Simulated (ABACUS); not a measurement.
# TiC (Fm-3m) in ABACUS: a series of runs

The runs below take TiC through single point, relaxation of cell and atoms, with LDA.

All numbers are computed with ABACUS 3.10.1; they aren't measurements. Logs are shortened: lines on timing, memory, paths and dates and some standing lists are left out, and cuts for length are marked.

**1. The structure**

It takes space group Fm-3m (No. 225, cubic). Conventional cell: a = 4.331 Å, b = 4.331 Å, c = 4.331 Å, α = 90.00°, β = 90.00°, γ = 90.00°. Ti (site symmetry m-3m) is surrounded by 6 C at 2.17 Å. C (site symmetry m-3m) has 6 Ti at 2.17 Å as nearest neighbours.

The cell is a database's computed one.

**2. Single point, LDA**

INPUT

```
INPUT_PARAMETERS
suffix              TiC
calculation         scf
basis_type          pw
pseudo_dir          ./
symmetry            1
dft_functional      pz
ecutwfc             84
pseudo_rcut         10
nspin               1
nbands              18
ks_solver           dav
smearing_method     fd
smearing_sigma      0.00367493
scf_thr             1e-08
scf_nmax            100
mixing_type         broyden
mixing_beta         0.7
cal_force           1
cal_stress          1
out_chg             1
kpar                4
```

STRU

```
ATOMIC_SPECIES
Ti 47.8670 Ti.upf
C 12.0110 C.upf

LATTICE_CONSTANT
1.8897261246

LATTICE_VECTORS
0.0000000000 2.1657188437 2.1657188437
2.1657188437 0.0000000000 2.1657188437
2.1657188437 2.1657188437 0.0000000000

ATOMIC_POSITIONS
Direct

Ti
0.0
1
0.0000000000 0.0000000000 0.0000000000 1 1 1

C
0.0
1
0.5000000000 0.5000000000 0.5000000000 1 1 1
```

KPT

```
K_POINTS
0
Gamma
9 9 9 0 0 0
```

Potentials or basis: PseudoDojo NC SR 0.4.1 LDA standard, plane waves.

On the command line:

```console
$ OMP_NUM_THREADS=1 mpirun -np 4 abacus > log
```

running log:

```text
ABACUS v3.10.1

               Atomic-orbital Based Ab-initio Computation at UStc

 ------------------------------------------------------------------------------------

 READING GENERAL INFORMATION
                           global_out_dir = OUT.TiC/
                           global_in_card = INPUT
                               pseudo_dir = ./
                              orbital_dir =
                                    DSIZE = 4
                                    GSIZE = 1

 READING UNITCELL INFORMATION
                                    ntype = 2
                  lattice constant (Bohr) = 1.88973
              lattice constant (Angstrom) = 1

 READING ATOM TYPE 1
                               atom label = Ti
                      L=0, number of zeta = 1
                      L=1, number of zeta = 1
                      L=2, number of zeta = 1
             number of atom for this type = 1

 READING ATOM TYPE 2
                               atom label = C
                      L=0, number of zeta = 1
                      L=1, number of zeta = 1
                      L=2, number of zeta = 1
             number of atom for this type = 1

                        TOTAL ATOM NUMBER = 2
DIRECT COORDINATES
    atom                   x                   y                   z     mag                  vx                  vy                  vz
taud_Ti1            0.0000000000        0.0000000000        0.0000000000  0.0000        0.0000000000        0.0000000000        0.0000000000
taud_C1            0.5000000000        0.5000000000        0.5000000000  0.0000        0.0000000000        0.0000000000        0.0000000000

                          Volume (Bohr^3) = 137.099
                             Volume (A^3) = 20.3159

 Lattice vectors: (Cartesian coordinate: in unit of a_0)
                   +0            +2.16572            +2.16572
             +2.16572                  +0            +2.16572
             +2.16572            +2.16572                  +0
 Reciprocal vectors: (Cartesian coordinate: in unit of 2 pi/a_0)
             -0.23087            +0.23087            +0.23087
             +0.23087            -0.23087            +0.23087
             +0.23087            +0.23087            -0.23087
 The esolver type has been set to : ksdft_pw

                PAO radial cut off (Bohr) = 10

 Read in pseudopotential file is Ti.upf
                     pseudopotential type = NC
          exchange-correlation functional = SLAPWNOGXNOGC
                 nonlocal core correction = 1
                        valence electrons = 12
                                     lmax = 2
                           number of zeta = 4
                     number of projectors = 6
                           L of projector = 0
                           L of projector = 0
                           L of projector = 1
                           L of projector = 1
                           L of projector = 2
                           L of projector = 2
 XC functional updated to : pz
          exchange-correlation functional = PZ
                PAO radial cut off (Bohr) = 10

 Read in pseudopotential file is C.upf
                     pseudopotential type = NC
          exchange-correlation functional = SLAPWNOGXNOGC
                 nonlocal core correction = 1
                        valence electrons = 4
                                     lmax = 1
                           number of zeta = 2
                     number of projectors = 4
                           L of projector = 0
                           L of projector = 0
                           L of projector = 1
                           L of projector = 1
 XC functional updated to : pz
          exchange-correlation functional = PZ
     initial pseudo atomic orbital number = 14

 SETUP THE ELECTRONS NUMBER
            electron number of element Ti = 12
      total electron number of element Ti = 12
             electron number of element C = 4
       total electron number of element C = 4
            AUTOSET number of electrons:  = 16
                           occupied bands = 8
                                   NBANDS = 18
                                   NLOCAL = 18

%%%%%%%%%%%%%%%%%%%%%%%%%%%%%%%%%%%%%%%%%%%%%%%%%%%%%%%%%%%%%%%%%%%%%%%%%%%%%%%%%%%%%%%%%%%%%%%%%%%%%%%%%%
 Warning: the number of valence electrons in pseudopotential > 4 for Ti: [Ar] 3d2 4s2
 Pseudopotentials with additional electrons can yield (more) accurate outcomes, but may be less efficient.
 If you're confident that your chosen pseudopotential is appropriate, you can safely ignore this warning.
%%%%%%%%%%%%%%%%%%%%%%%%%%%%%%%%%%%%%%%%%%%%%%%%%%%%%%%%%%%%%%%%%%%%%%%%%%%%%%%%%%%%%%%%%%%%%%%%%%%%%%%%%%

 SETUP THE PLANE WAVE BASIS
[... 47 lines left out ...]
                                  BRAVAIS = FACE CENTERED CUBIC
                       LATTICE CONSTANT A = 4.33144
Original cell was already a primitive cell.
                        ROTATION MATRICES = 48
              PURE POINT GROUP OPERATIONS = 48
                   SPACE GROUP OPERATIONS = 48
                              POINT GROUP = O_h
               POINT GROUP IN SPACE GROUP = O_h

 SETUP K-POINTS
                                    nspin = 1
                   Input type of k points = Monkhorst-Pack(Gamma)
                                   nkstot = 729
                       right hand lattice = 1
(for reciprocal lattice: )
                             BRAVAIS TYPE = 2
                     BRAVAIS LATTICE NAME = 02. Cubic I (body-centered)
                                    ibrav = 2
                       right hand lattice = 1
(for k-lattice: )
                             BRAVAIS TYPE = 2
                     BRAVAIS LATTICE NAME = 02. Cubic I (body-centered)
                                    ibrav = 2
                       right hand lattice = 1
                        ROTATION MATRICES = 48
                               nkstot_ibz = 35
K-POINTS REDUCTION ACCORDING TO SYMMETRY
     IBZ    DIRECT_X    DIRECT_Y    DIRECT_Z  WEIGHT  ibz2bz
       1  0.00000000  0.00000000  0.00000000  0.0014       0
       2  0.11111111  0.11111111  0.11111111  0.0110       1
       3  0.22222222  0.22222222  0.22222222  0.0110       2
       4  0.33333333  0.33333333  0.33333333  0.0110       3
       5  0.44444444  0.44444444  0.44444444  0.0110       4
       6  0.11111111  0.11111111  0.00000000  0.0082      10
[... 22 lines left out ...]
      29  0.44444444  0.33333333  0.11111111  0.0329     112
      30 -0.44444444  0.44444444  0.22222222  0.0658     113
[... 5 further k points ...]

                               nkstot now = 35
[... K-POINTS DIRECT COORDINATES: 35 rows ...]

           k-point number in this process = 9
       minimum distributed K point number = 8
[... stars of the k points ...]

[... K-POINTS CARTESIAN COORDINATES: 9 rows ...]

[... K-POINTS DIRECT COORDINATES: 9 rows ...]

 SETUP PLANE WAVES FOR WAVE FUNCTIONS
     energy cutoff for wavefunc (unit:Ry) = 84
              fft grid for wave functions = [ 36, 36, 36 ]
                    number of plane waves = 2109
                         number of sticks = 211

 PARALLEL PW FOR WAVE FUNCTIONS
     PROC   COLUMNS(POT)             PW
        1            211           2109
 --------------- sum -------------------
        1            211           2109

 SETUP NONLOCAL PSEUDOPOTENTIALS IN PLANE WAVE BASIS
 Ti non-local projectors:
 projector 1 L=0
 projector 2 L=0
 projector 3 L=1
 projector 4 L=1
 projector 5 L=2
 projector 6 L=2
 C non-local projectors:
 projector 1 L=0
 projector 2 L=0
 projector 3 L=1
 projector 4 L=1
      TOTAL NUMBER OF NONLOCAL PROJECTORS = 26

 Init Non-Local PseudoPotential table :
 Init Non-Local-Pseudopotential done.

                                     npwx = 1807

 Make real space PAO into reciprocal space.
       max mesh points in Pseudopotential = 1001
     dq(describe PAO in reciprocal space) = 0.01
                                    max q = 1104

 number of pseudo atomic orbitals for Ti is 4
WARNING: norm of atomic wavefunction # 3 of atomic type Ti is 0.999987, renormalized
WARNING: norm of atomic wavefunction # 4 of atomic type Ti is 0.999676, renormalized

 number of pseudo atomic orbitals for C is 2
WARNING: norm of atomic wavefunction # 2 of atomic type C is 0.999991, renormalized

 -------------------------------------------
 SELF-CONSISTENT
 -------------------------------------------
                                 init_chg = atomic

 PW ALGORITHM --------------- ION=   1  ELEC=   1--------------------------------

 Density error is 0.783549944802
                          Error Threshold = 0.01
----------------------------------------------------------
     Energy           Rydberg                 eV
----------------------------------------------------------
 E_KohnSham     -130.4796263560      -1775.2663913524
 E_Harris       -134.7681284427      -1833.6144556159
 E_Fermi        1.0243449639         13.9369282266
----------------------------------------------------------
[... 87 lines left out ...]
 Density error is 3.43813996368e-09
                          Error Threshold = 2.92539134008e-10
----------------------------------------------------------
     Energy           Rydberg                 eV
----------------------------------------------------------
 E_KohnSham     -130.8872238119      -1780.8120392433
 E_KS(sigma->0) -130.8871218232      -1780.8106516153
 E_Harris       -130.8867983215      -1780.8062501491
 E_band         -8.2336273640        -112.0242473593
 E_one_elec     -29.7323445880       -404.5293012959
 E_Hartree      22.7967180713        310.1652614697
 E_xc           -21.5483831381       -293.1807933653
 E_Ewald        -102.4030101797      -1393.2644307958
 E_entropy(-TS) -0.0002039775        -0.0027752560
 E_descf        0.0000000000         0.0000000000
 E_exx          0.0000000000         0.0000000000
 E_Fermi        1.0590647217         14.4093147657
----------------------------------------------------------

 charge density convergence is achieved
 final etot is -1780.8120392 eV
 EFERMI = 14.409314766 eV

 STATE ENERGY(eV) AND OCCUPATIONS    NSPIN == 1
 1/9 kpoint (Cartesian) = 0.0000 0.0000 0.0000 (1807 pws)
       1       -41.5408     0.00274348
       2       -17.8859     0.00274348
       3       -17.8859     0.00274348
       4       -17.8859     0.00274348
       5        2.19064     0.00274348
       6        15.0698    5.02868e-09
[... 98 lines left out ...]
       5        2.55458      0.0164609
       6        13.4478      0.0164609
[... 10 lines left out ...]
      17        33.6030        0.00000
      18        35.3164        0.00000

[... levels at 3 further k points ...]

------------------------------------------------------------------------------------------
 TOTAL-FORCE (eV/Angstrom)
------------------------------------------------------------------------------------------
                       Ti1         0.0000000000         0.0000000000         0.0000000000
                        C1         0.0000000000         0.0000000000         0.0000000000
------------------------------------------------------------------------------------------

----------------------------------------------------------------
 TOTAL-STRESS (KBAR)
----------------------------------------------------------------
      -119.8554110506         0.0000000000        -0.0000000000
         0.0000000000      -119.8554110506        -0.0000000000
         0.0000000000        -0.0000000000      -119.8554110506
----------------------------------------------------------------
 TOTAL-PRESSURE: -119.855411 KBAR

 --------------------------------------------
 !FINAL_ETOT_IS -1780.8120392432572316 eV
 --------------------------------------------
```

Wall time 3.8 s (4 MPI ranks of Intel Xeon 6975P-C (Granite Rapids), shared host); peak memory 0.28 GiB.

What came out:

- Free energy: -1780.8120 eV
- Pressure: -12.0 GPa
- Band gap on the k mesh: none (metal or under the smearing width)

Levels at points of the mesh, in eV from the Fermi level:
```csv
k point,band 6,band 7,band 8,band 9,band 10,band 11
"(0.00, 0.00, 0.00)",0.66,0.66,0.66,1.71,1.71,1.71
```

**3. Relaxation of cell and atoms, LDA**

INPUT, as its differences from that of step 2:

```diff
@@ -2,3 +2,3 @@
 suffix              TiC
-calculation         scf
+calculation         cell-relax
 basis_type          pw
@@ -10,3 +10,3 @@
 nspin               1
-nbands              18
+nbands              12
 ks_solver           dav
@@ -20,3 +20,7 @@
 cal_stress          1
-out_chg             1
+relax_nmax          60
+force_thr_ev        0.02
+relax_method        cg
+out_stru            1
+stress_thr          0.5
 kpar                4
```

STRU is that of step 2.

KPT is that of step 2.

Potentials or basis: PseudoDojo NC SR 0.4.1 LDA standard, plane waves.

On the command line:

```console
$ OMP_NUM_THREADS=1 mpirun -np 4 abacus > log
```

Run time: 9.9 s. Hardware: 4 MPI ranks of Intel Xeon 6975P-C (Granite Rapids), shared host; peak memory 0.36 GiB.

Results (log left out):

```
Free energy                            : -1780.8479 eV
Relaxed volume                         : 9.70 Å³/atom
Relaxed cell                           : a = 3.016 Å, b = 3.016 Å, c = 3.016 Å, α = 60.00°, β = 60.00°, γ = 60.00°
Space group after relaxing (to 0.05 Å) : Fm-3m (No. 225)
Energy gained by relaxing              : 17.9 meV/atom
Ionic steps                            : 4
Pressure after relaxing                : 0.0 GPa
Band gap on the k mesh                 : none (metal or under the smearing width)
```

The path:
| step | energy change (eV) | largest force (eV/Å) | pressure (GPa) | volume (Å³) |
| --- | --- | --- | --- | --- |
| 1 | 0.0000 | 0.0000 | -12.00 | 20.32 |
| 2 | 0.0509 | 0.0000 | 22.56 | 18.08 |
| 3 | -0.0359 | 0.0000 | -0.26 | 19.41 |
| 4 | -0.0359 | 0.0000 | -0.02 | 19.39 |

Final structure:
```
Ti C
1.0
     0.00000    2.13238    2.13238
     2.13238    0.00000    2.13238
     2.13238    2.13238    0.00000
Ti C
1 1
Direct
  0.00000 0.00000 0.00000
  0.50000 0.50000 0.50000
```

Levels at points of the mesh, in eV from the Fermi level:
```
           k point  band 4  band 5  band 6  band 7  band 8  band 9  band 10  band 11
(0.00, 0.00, 0.00)  -32.14  -12.43    0.67    0.67    0.67    1.76     1.85     1.85
```
